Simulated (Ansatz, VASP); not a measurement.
Two plane-wave programs on Hf5H

The input INCAR:

```
ALGO     = Fast           # electronic algorithm
DIPOL    = 0.5 0.5 0.319
EDIFF    = 1E-6           # SCF threshold, eV
ENCUT    = 520            # plane-wave cutoff, eV
GGA      = PE             # functional
IDIPOL   = 3            
ISIF     = 2              # what is computed and relaxed
ISMEAR   = 0              # smearing method
IVDW     = 12             # dispersion correction
LASPH    = True           # aspherical terms in the spheres
LCHARG   = False          # write CHGCAR
LDIPOL   = True         
LREAL    = False          # projectors in reciprocal space
LWAVE    = False          # write WAVECAR
NBANDS   = 34             # bands
NELM     = 100            # most SCF steps
PREC     = Accurate       # precision mode
SIGMA    = 0.1            # smearing width, eV
```

Contents of KPOINTS:

```
k-points
0
Gamma
  6 6 1
```

Contents of POSCAR:

```
Hf5H
1.0
    4.9564149667      0.0000000000      0.0000000000
   -2.4782074834      4.2923812729      0.0000000000
    0.0000000000      0.0000000000     21.1328376004
Hf H
5 1
Direct
    0.6666666667      0.3333333333      0.1892788879
    0.3333333333      0.6666666667      0.2371533849
    0.0000000000      0.0000000000      0.2763383880
    0.6666666667      0.3333333333      0.3164267596
    0.3333333333      0.6666666667      0.3706476976
    0.5555555556      1.1111111111      0.5268027802
```

Input for Ansatz:

```yaml
crystal:
  lattice:
    - [4.9564149667, 0.0, 0.0]
    - [-2.4782074834, 4.2923812729, 0.0]
    - [0.0, 0.0, 21.1328376004]
  atoms:
    - { symbol: Hf, position: [0.6666666667, 0.3333333333, 0.1892788879] }
    - { symbol: Hf, position: [0.3333333333, 0.6666666667, 0.2371533849] }
    - { symbol: Hf, position: [0.0, 0.0, 0.276338388] }
    - { symbol: Hf, position: [0.6666666667, 0.3333333333, 0.3164267596] }
    - { symbol: Hf, position: [0.3333333333, 0.6666666667, 0.3706476976] }
    - { symbol: H, position: [0.5555555556, 1.1111111111, 0.5268027802] }
basis:
  ecutwfc: 420
kpoints:
  mp_grid: { grid: [6, 6, 1] }
hamiltonian:
  xc: pbe
  dispersion: d3bj
scf:
  occupations: { method: gaussian, width: 0.1 }
output:
  forces: true
  eigenvalues: true
efield:
  axis: 3
  dipole_correction: true
  ramp_width: 0.04
```

Alike in both runs: task single point; functional PBE; dispersion D3(BJ); k mesh 6 × 6 × 1; occupations gaussian, width 0.1 eV; no spin polarisation.

|  | VASP | Ansatz |
| --- | --- | --- |
| version | VASP 6.6.1 | Ansatz 0.2.0 |
| potentials or method | VASP PAW PBE potentials, release 64 (Hf_pv, H) | scalar-relativistic, plane waves, PAW |
| plane-wave cutoff (eV) | 520 | 420 |
| valence electrons in the cell | 51 | 131 |

Ansatz gave:

| Quantity | Value |
| --- | --- |
| gap on the k mesh at the Fermi level (eV) | none |
| rms of the force components (eV/Å) | 0.430 |

Task: What did VASP give for the same quantities?

Result: gap on the k mesh at the Fermi level (eV): none; rms of the force components (eV/Å): 0.418.

Atom by atom the forces differ by 0.033 eV/Å (rms over components). A gap of «none» marks a metal or a gap that the smearing closes. The two sets of potentials don't hold the same shells in valence.

The runs have no spin-orbit coupling, so splittings on Hf are missing.
